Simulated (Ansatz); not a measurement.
PtSe₂ (1T monolayer), relaxed with r2SCAN in Ansatz 0.2.0. In-plane lattice: a = 3.703 Å, b = 3.703 Å, γ = 120.0°; thickness between the outer nuclei 2.64 Å. Pt has 6 Se at 2.51 Å; Se has 3 Pt at 2.51 Å.

The axes x, y and z are those of this cell:
```xyz
3
Lattice="3.7028 0.0000 0.0000 -1.8514 3.2067 0.0000 0.0000 0.0000 30.0621" Properties=species:S:1:pos:R:3 pbc="T T F"
Pt    0.0000    0.0000    9.0000
Se    0.0000    2.1378   10.3184
Se    1.8514    1.0689    7.6816
```
Periodic in the plane only; c spans the vacuum.

Unstrained: With PBE the valence top lies at Γ–K (0.12 of the way from Γ) and the conduction bottom at Γ–M (0.46 of the way from Γ), 1.369 eV higher; the smallest vertical gap, at Γ–M (0.40 of the way from Γ), is 1.590 eV. r2SCAN gives an indirect gap of 1.593 eV, from Γ–K (0.12 of the way from Γ) to Γ–M (0.46 of the way from Γ); the least direct gap is 1.830 eV at Γ–M (0.40 of the way from Γ). With HSE06 the valence top lies at Γ and the conduction bottom at Γ–M (0.46 of the way from Γ), 1.936 eV higher; the smallest vertical gap, at Γ–M (0.46 of the way from Γ), is 2.242 eV. Meshes: PBE 12×12×1, r2SCAN 12×12×1, HSE06 6×6×1. Strains are changes of length per length, and xy shears are angles. After each strain the atoms were relaxed again with r2SCAN within the symmetry that the strain leaves, so tilts or polar shifts that break it weren't tested; points keep the names that they have in the unstrained zone. No spin polarisation and no zero-point or thermal motion; the cell was built from a prototype and may be hypothetical.

Q: Estimate what in-plane biaxial -2.5 % does to the gap.

A: PBE: the gap goes from 1.369 to 1.234 eV (-0.135 eV); the edges go from Γ–K (0.12) → Γ–M (0.46) to Γ–M (0.17) → Γ–K (0.71). r2SCAN: the gap goes from 1.593 to 1.428 eV (-0.165 eV); the edges go from Γ–K (0.12) → Γ–M (0.46) to Γ–M (0.17) → Γ–K (0.71). HSE06: the gap goes from 1.936 to 1.790 eV (-0.146 eV); the edges go from Γ → Γ–M (0.46) to Γ → Γ–K (0.71). The r2SCAN energy rises by 16.5 meV an atom.

Q: Apply xy shear, engineering strain (angle) +1.0 %. How far does the gap move, against the unstrained cell?

A: PBE: the gap goes from 1.369 to 1.327 eV (-0.042 eV); the edges go from Γ–K (0.12) → Γ–M (0.46) to (-0.057, -0.021, 0) → (0.229, 0.003, 0). r2SCAN: the gap goes from 1.593 to 1.549 eV (-0.044 eV); the edges go from Γ–K (0.12) → Γ–M (0.46) to (-0.057, -0.021, 0) → (0.229, 0.003, 0). The r2SCAN energy rises by 0.4 meV an atom.

Q: Apply in-plane biaxial -1.0 %. How far does the gap move, against the unstrained cell?

A: PBE: the gap goes from 1.369 to 1.325 eV (-0.044 eV); the edges go from Γ–K (0.12) → Γ–M (0.46) to Γ–M (0.15) → Γ–M (0.46). r2SCAN: the gap goes from 1.593 to 1.552 eV (-0.041 eV); the edges go from Γ–K (0.12) → Γ–M (0.46) to Γ–M (0.15) → Γ–M (0.46). HSE06: the gap goes from 1.936 to 1.895 eV (-0.041 eV). The r2SCAN energy rises by 2.6 meV an atom.

Q: Estimate what in-plane biaxial +0.5 % does to the gap.

A: PBE: the gap goes from 1.369 to 1.388 eV (+0.019 eV). r2SCAN: the gap goes from 1.593 to 1.611 eV (+0.018 eV). HSE06: the gap goes from 1.936 to 1.954 eV (+0.018 eV). The r2SCAN energy rises by 0.7 meV an atom.

Spin-orbit coupling is left out, which matters wherever the heavy atoms make up the band edges.

Where an edge lies off the special points, it is a point of the mesh or the k point where a search put PBE's edge or least direct gap, reused for the other functionals, whose own edges may lie a little apart.

Coordinates of k points refer to the reciprocal vectors of the primitive cell of the runs.

The meshes of the hybrids are coarse, so their gaps aren't converged to the digits shown.

For some runs the program warns that the potential is rough where the density is thin, which bears on empty states near the vacuum.
